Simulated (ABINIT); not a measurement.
# Pb (Fm-3m) in ABINIT: equation of state with r2SCAN

Aim: the equation of state of Pb with r2SCAN.

Everything below comes from runs of ABINIT 10.8.3 (patched build). Logs are shortened: lines on timing, memory, paths and dates and some standing lists are left out, and cuts for length are marked. The log counts tension as positive stress, the text compression.

**1. The crystal as given**

The structure is cubic, space group Fm-3m (No. 225). Conventional cell: a = 4.950 Å, b = 4.950 Å, c = 4.950 Å, α = 90.00°, β = 90.00°, γ = 90.00°. Around Pb (site symmetry m-3m) lie 12 Pb at 3.50 Å.

**2. Equation of state, r2SCAN**

Contents of run.abi:

```
ndtset 7
getwfk -1
scalecart1 3*0.9795861087
scalecart2 3*0.9864848297
scalecart3 3*0.9932883884
scalecart4 3*1.0000000000
scalecart5 3*1.0066227096
scalecart6 3*1.0131594038
scalecart7 3*1.0196128224

pp_dirpath "./"
pseudos "Pb.GGA_PBE-JTH.xml"

acell 3*1.0 Angstrom
rprim
     0.0000000000     2.4750200000     2.4750200000
     2.4750200000     0.0000000000     2.4750200000
     2.4750200000     2.4750200000     0.0000000000
ntypat 1
znucl 82
natom 1
typat 1
xred
     0.0000000000     0.0000000000     0.0000000000

ecut 26.0
pawecutdg 48.0

kptopt 1
ngkpt 9 9 9
nshiftk 1
shiftk 0.0 0.0 0.0

ixc -497498
usekden 1
pawxcdev 0

nband 11
occopt 3
tsmear 0.05 eV

nstep 100
tolvrs 1.0e-7

iomode 3
prtwf 1
prtden 0
prteig 0
prtebands 0
enunit 1
```

Potentials or basis: JTH PAW PBE v2.0.

The run is started by

```
abinit run.abi > log 2>&1
```

run.abo:

```text
.Version 10.8.3 of ABINIT
 DATASET    1 : space group Fm -3 m (#225); Bravais cF (face-center cubic)
================================================================================
 Values of the parameters that define the memory need for DATASET  1.
     intxc =       0    ionmov =       0      iscf =      17    lmnmax =      18
     lnmax =       6     mgfft =      30  mpssoang =       3    mqgrid =    3001
     natom =       1  nloc_mem =       2    nspden =       1   nspinor =       1
    nsppol =       1      nsym =      48    n1xccc =       1    ntypat =       1
    occopt =       3   xclevel =       2
       mpw =        1236          nfft =       27000          nkpt =          35
 PAW method is used; the additional fine FFT grid is defined by:
   mgfftf=        45    nfftf =     91125
================================================================================
================================================================================
[... 71 lines left out ...]
 DATASET    7 : space group Fm -3 m (#225); Bravais cF (face-center cubic)
================================================================================
 Values of the parameters that define the memory need for DATASET  7.
     intxc =       0    ionmov =       0      iscf =      17    lmnmax =      18
     lnmax =       6     mgfft =      32  mpssoang =       3    mqgrid =    3001
     natom =       1  nloc_mem =       2    nspden =       1   nspinor =       1
    nsppol =       1      nsym =      48    n1xccc =       1    ntypat =       1
    occopt =       3   xclevel =       2
       mpw =        1387          nfft =       32768          nkpt =          35
 PAW method is used; the additional fine FFT grid is defined by:
   mgfftf=        45    nfftf =     91125
================================================================================
================================================================================

--------------------------------------------------------------------------------
------------- Echo of variables that govern the present computation ------------
--------------------------------------------------------------------------------
 -outvars: echo values of preprocessed input variables --------
            acell      1.8897261259E+00  1.8897261259E+00  1.8897261259E+00 Bohr
              amu      2.07200000E+02
             ecut      2.60000000E+01 Hartree
           enunit           1
           getwfk          -1
              ixc     -497498
           jdtset        1    2    3    4    5    6    7
         kptrlatt        9    0    0      0    9    0      0    0    9
          kptrlen1     5.83146543E+01
          kptrlen2     5.87253344E+01
          kptrlen3     5.91303495E+01
          kptrlen4     5.95298910E+01
          kptrlen5     5.99241402E+01
          kptrlen6     6.03132689E+01
          kptrlen7     6.06974402E+01
            natom           1
            nband          11
           ndtset           7
            ngfft1         30      30      30
            ngfft2         30      30      30
[... 40 lines left out ...]
           tsmear      1.83746611E-03 Hartree
            typat      1
          usekden           1
           useylm           1
            znucl       82.00000

================================================================================

 chkinp: Checking input parameters for consistency, jdtset=   1.

 chkinp: Checking input parameters for consistency, jdtset=   2.
[... 36 lines left out ...]
 getcut: wavevector=  0.0000  0.0000  0.0000  ngfft=  45  45  45
         ecut(hartree)=     48.000   => boxcut(ratio)=   2.17737

--- Pseudopotential description ------------------------------------------------
- pspini: atom type   1  psp file is ./Pb.GGA_PBE-JTH.xml
 Pseudopotential format is: paw10
 basis_size (lnmax)=  6 (lmn_size= 18), orbitals=   0   0   1   1   2   2
 Spheres core radius: rc_sph= 2.40264019
 Shapefunction is BESSEL type: shapef(r,l)=aa(1,l)*jl(q(1,l)*r)+aa(2,l)*jl(q(2,l)*r)
 Radius for shape functions =  2.00872932
 Compensation charge density is not taken into account in XC energy/potential

   3.29629720E+02                                ecore*ucvol(ha*bohr**3)
--------------------------------------------------------------------------------

================================================================================

--- !BeginCycle
iteration_state: {dtset: 1, }
solver: {iscf: 17, nstep: 100, nline: 4, wfoptalg: 10, }
tolerances: {tolvrs: 1.00E-07, }
...
[... 1196 lines left out ...]
-Cartesian components of stress tensor (GPa)         [Pressure= -1.6971E+00 GPa]
- sigma(1 1)=  1.69708777E+00  sigma(3 2)=  0.00000000E+00
- sigma(2 2)=  1.69708777E+00  sigma(3 1)=  0.00000000E+00
- sigma(3 3)=  1.69708777E+00  sigma(2 1)=  0.00000000E+00

== END DATASET(S) ==============================================================
================================================================================

 -outvars: echo values of variables after computation  --------
            acell      1.8897261259E+00  1.8897261259E+00  1.8897261259E+00 Bohr
           etotal1    -8.6925345490E+00
           etotal2    -8.6931455860E+00
           etotal3    -8.6935724151E+00
           etotal4    -8.6938362121E+00
           etotal5    -8.6939528045E+00
           etotal6    -8.6939454754E+00
           etotal7    -8.6938234771E+00
            fcart1    -0.0000000000E+00 -0.0000000000E+00 -0.0000000000E+00
            fcart2    -0.0000000000E+00 -0.0000000000E+00 -0.0000000000E+00
            fcart3    -0.0000000000E+00 -0.0000000000E+00 -0.0000000000E+00
            fcart4    -0.0000000000E+00 -0.0000000000E+00 -0.0000000000E+00
            fcart5    -0.0000000000E+00 -0.0000000000E+00 -0.0000000000E+00
            fcart6    -0.0000000000E+00 -0.0000000000E+00 -0.0000000000E+00
            fcart7    -0.0000000000E+00 -0.0000000000E+00 -0.0000000000E+00
            rprim1     0.0000000000E+00  2.4244952108E+00  2.4244952108E+00
                       2.4244952108E+00  0.0000000000E+00  2.4244952108E+00
                       2.4244952108E+00  2.4244952108E+00  0.0000000000E+00
[... 17 lines left out ...]
                       2.5235621277E+00  2.5235621277E+00  0.0000000000E+00
           strten1    -1.5588563597E-04 -1.5588563597E-04 -1.5588563597E-04
                       0.0000000000E+00  0.0000000000E+00  0.0000000000E+00
           strten2    -1.0885637165E-04 -1.0885637165E-04 -1.0885637165E-04
                       0.0000000000E+00  0.0000000000E+00  0.0000000000E+00
           strten3    -6.6945550792E-05 -6.6945550792E-05 -6.6945550792E-05
                       0.0000000000E+00  0.0000000000E+00  0.0000000000E+00
           strten4    -2.9612358535E-05 -2.9612358535E-05 -2.9612358535E-05
                       0.0000000000E+00  0.0000000000E+00  0.0000000000E+00
           strten5     3.3016642662E-06  3.3016642662E-06  3.3016642662E-06
                       0.0000000000E+00  0.0000000000E+00  0.0000000000E+00
           strten6     3.2144095954E-05  3.2144095954E-05  3.2144095954E-05
                       0.0000000000E+00  0.0000000000E+00  0.0000000000E+00
           strten7     5.7682840822E-05  5.7682840822E-05  5.7682840822E-05
                       0.0000000000E+00  0.0000000000E+00  0.0000000000E+00
 Calculation completed.
```

Run time: 5 min. Hardware: 1 thread of Arm Neoverse V2, shared host; peak memory 0.17 GiB.

Results:

* Equilibrium volume: 31.18 Å³/atom
* Bulk modulus: 45 GPa
* Pressure derivative of the bulk modulus: 5.4

Energy against volume, from the lowest point:
| volume (Å³/atom) | energy (meV/atom) |
| --- | --- |
| 28.503 | 38.59 |
| 29.110 | 21.97 |
| 29.716 | 10.35 |
| 30.323 | 3.17 |
| 30.929 | 0.00 |
| 31.535 | 0.20 |
| 32.142 | 3.52 |

Caveat: pressures at fixed basis lie under the slope of the energies; the PAW data sets were made with another functional, which shifts forces and pressure a little. Spin-orbit coupling is left out, which matters for the levels of Pb.

**3. Against experiment**

Step 2. The cell as given is a measured one (30.32 Å³/atom); r2SCAN puts the equilibrium volume +2.8 % from it, thermal expansion not counted.
